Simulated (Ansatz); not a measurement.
AlAs (started from an entry of an open crystallographic database) was put through Ansatz (plane waves). Cell and atoms come from a relaxation with r2SCAN.

Structure:
```cif
data_structure
_symmetry_space_group_name_H-M 'P 1'
_symmetry_Int_Tables_number 1
_cell_length_a 4.0148
_cell_length_b 4.0148
_cell_length_c 4.0148
_cell_angle_alpha 60.000
_cell_angle_beta 60.000
_cell_angle_gamma 60.000
_cell_volume 45.76
loop_
_atom_site_label
_atom_site_type_symbol
_atom_site_fract_x
_atom_site_fract_y
_atom_site_fract_z
_atom_site_occupancy
Al1 Al 0.00000 0.00000 0.00000 1
As1 As 0.25000 0.25000 0.25000 1
```

The log, with set-up remarks and timings taken out:
```
Functional definition: PBE
Crystal: 2 atoms, lattice volume = 45.761 Å³
Basis set: ecut = 420 eV, 893 PW (Γ)
Bands: 13, of which v1, the nominal top of the filled ones, is band 9 counted from 1 (8 counted from 0)
Symmetry: 24 space group operations
Space group: F-43m (ITA 216)
k-points: 8 of 64 (time reversal used)
SCF 1 converged in 7 iterations: F = -5394.493108 eV  dr2 = 4.35e-11
Free energy (F): -5394.493108 eV
Fermi energy:    6.308041 eV
--- Per-component energies (eV) ---
  E_band       = -266.660494
  E_kinetic    = 126.973129
  E_local      = -2121.921194
  E_nonlocal   = -659.995272
  E_hartree    = 1134.642386
  E_xc         = -119.049982
  E_vxc        = -108.388123
  E_paw        = -2303.179439
  E_vpaw       = 227.386107
  E_ewald      = -1451.962742
--- G₀W₀: contour deformation, 7 samples at zero and on the imaginary axis and 2 off it, 64 q-points, 339 empty bands' worth ---
    ik  band        ε_KS         Σx   Σc(E_QP)       V_xc       Z   E_QP_lin       E_QP  E_QP is
     0     8      6.3080   -15.9476     1.2540   -13.9117  0.7684     5.5182     5.5262  root
     0     9      6.3080   -15.9476     1.2540   -13.9117  0.7684     5.5182     5.5262  root
     0    10      8.2841    -9.3235    -4.2654   -13.7884  0.7792     8.4840     8.4836  root
     0    11     10.5681    -6.5570    -4.4721   -11.1574  0.7622    10.6966    10.6964  root
     1     8      5.8325   -15.7730     1.3812   -13.6058  0.7647     5.0378     5.0464  root
     1     9      5.8325   -15.7730     1.3812   -13.6058  0.7647     5.0378     5.0464  root
     1    10      8.8759    -7.8245    -4.1959   -12.1548  0.7766     9.0106     9.0103  root
     1    11     11.1898    -6.3153    -4.6499   -11.0731  0.7536    11.2979    11.2977  root
     2     8      5.4888   -15.8185     1.5331   -13.4839  0.7613     4.6776     4.6873  root
     2     9      5.4888   -15.8185     1.5331   -13.4839  0.7613     4.6776     4.6873  root
     2    10      8.4058    -7.7792    -4.0544   -11.9443  0.7798     8.5167     8.5165  root
     2    11     10.9667    -5.7102    -4.5371   -10.3250  0.7619    11.0444    11.0442  root
     3     8      4.9768   -15.3894     1.6546   -12.9309  0.7570     4.1622     4.1730  root
     3     9      4.9768   -15.3894     1.6546   -12.9309  0.7570     4.1622     4.1730  root
     3    10      8.8769    -6.0718    -4.0439   -10.1296  0.7788     8.8908     8.8908  root
     3    11     10.0510    -6.7253    -4.3381   -11.1178  0.7722    10.1054    10.1053  root
     4     8      3.6016   -14.8552     2.0553   -12.0078  0.7385     2.7955     2.8095  root
     4     9      4.7063   -15.4688     1.7834   -12.8696  0.7535     3.8788     3.8905  root
     4    10      8.8555    -5.9554    -4.0436    -9.9888  0.7810     8.8454     8.8454  root
     4    11     11.4443    -6.8121    -4.6310   -11.4820  0.7537    11.4832    11.4832  root
     6     8      4.1525   -15.4387     2.0262   -12.5815  0.7458     3.3073     3.3216  root
     6     9      4.1525   -15.4387     2.0262   -12.5815  0.7458     3.3073     3.3216  root
     6    10      7.7442    -5.3435    -3.8129    -9.0706  0.7873     7.6586     7.6585  root
     6    11      8.5909    -6.3777    -3.8864   -10.2735  0.7839     8.6002     8.6002  root
```

The points are ik 0 = (0, 0, 0) (Γ), ik 1 = (0, 0, 1/4), ik 2 = (0, 0, -1/2) (L), ik 3 = (0, 1/4, 1/4), ik 4 = (0, 1/4, -1/2), ik 6 = (0, -1/2, -1/2) (X); band 9 is the last filled one.

Q: Reconstruct the input.

A:
```yaml
crystal:
  # lattice and atoms as above
kpoints:
  mp_grid: { grid: [4, 4, 4] }
hamiltonian:
  xc: pbe
scf:
  occupations: { method: fixed }
gw:
  n_empty_bands: 339
  ecut_chi: 220
  qp_bands: [v2, c2]
  qp_kpoints: band_edges
  screening: { model: contour_deformation }
```
The quasiparticle table needs the gw block. This is the file that was run; thresholds and some counts can't be read off the log exactly.

Command: `ansatz run input.yaml --threads 2 --pin off --max-ram 2211MiB --backend cpu --events-out ev --progress --plain --runs-dir out`.

Spin-unpolarised throughout; all numbers are computed.

Spin-orbit coupling is left out.
